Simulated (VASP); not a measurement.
A run of VASP 6.6.1 is set up as follows.

INCAR

```
  PREC = Accurate
  ENCUT = 600
  EDIFF = 1E-6
  ISMEAR = 0
  SIGMA = 0.03
  LREAL = False
  LASPH = True
  NELM = 80
  ALGO = Normal
  ISIF = 3
  LWAVE = False
  LCHARG = False
  GGA = MK
  LUSE_VDW = True
  AGGAC = 0.0
  PARAM1 = 0.1234
  PARAM2 = 0.711357
  ZAB_VDW = -1.8867
  IBRION = 2
  NSW = 90
  EDIFFG = -0.01
```

Contents of KPOINTS:

```
Automatic mesh
0
Gamma
  9 9 5
```

File POSCAR:

```
HfS2
1.0
    3.6396641800      0.0000000000      0.0000000000
   -1.8198320900      3.1520416411      0.0000000000
    0.0000000000      0.0000000000      6.0555624700
Hf S
1 2
Direct
    0.0000000000      0.0000000000      0.0000000000
    0.6666666700      0.3333333300      0.7639520500
    0.3333333300      0.6666666700      0.2360479500
```

Potentials or basis: VASP PAW PBE potentials, release 64 (Hf_pv, S).

Command:

```console
$ cat potpaw_PBE.64/Hf_pv/POTCAR potpaw_PBE.64/S/POTCAR > POTCAR
$ mpirun -np 1 vasp_std > vasp.out
```

Task: What does it give for the space group after relaxing (to 0.05 Å)?

Result: P-3m1 (No. 164).

Task: Predict the band gap on the k mesh.

Result: 0.95 eV, indirect (least direct gap 1.85 eV).

Task: Predict the relaxed volume.

Result: 21.98 Å³/atom.

Task: What does it give for the relaxed cell?

Result: a = 3.614 Å, b = 3.614 Å, c = 5.830 Å, α = 90.00°, β = 90.00°, γ = 120.00°.

Forces in eV/Å, atoms in the order of the input:
```
Hf   0.000  0.000  0.000
S    0.000  0.000  0.003
S    0.000  0.000 -0.003
```

Caveat: the PAW data sets were made with another functional, which shifts forces and pressure a little; spin-orbit coupling is left out, which moves the levels of the heavy elements; an odd mesh through Γ misses points on the zone boundary, where band edges often lie.
